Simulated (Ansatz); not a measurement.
Start from Sb2Te3 in the Bi2Te3 type structure (space group R-3m, No. 166; a = 4.2859 Å, c = 30.9304 Å (hexagonal axes)).

Levels (all Ansatz, an electronic-structure program, PAW): r2SCAN+rVV10 (500 eV, without spin-orbit coupling); HSE06 (420 eV, spin-orbit coupling left out).

The geometry is relaxed with r2SCAN+rVV10.

| Item | Result |
|---|---|
| r2SCAN+rVV10 lowest conduction level above the VBM at special points | Γ 0.27 eV; L 0.48 eV; T 0.67 eV |

Question: What does HSE06 give at this geometry for the lowest conduction level above the VBM at special points?

Answer: The lowest conduction level above the VBM at special points changes from Γ 0.27 eV; L 0.48 eV; T 0.67 eV to Γ 0.41 eV; L 0.65 eV; T 0.85 eV.

Single points use the geometry relaxed with r2SCAN+rVV10. The levels and masses belong to the bands next to the band gap. Stability against distortions was not tested.
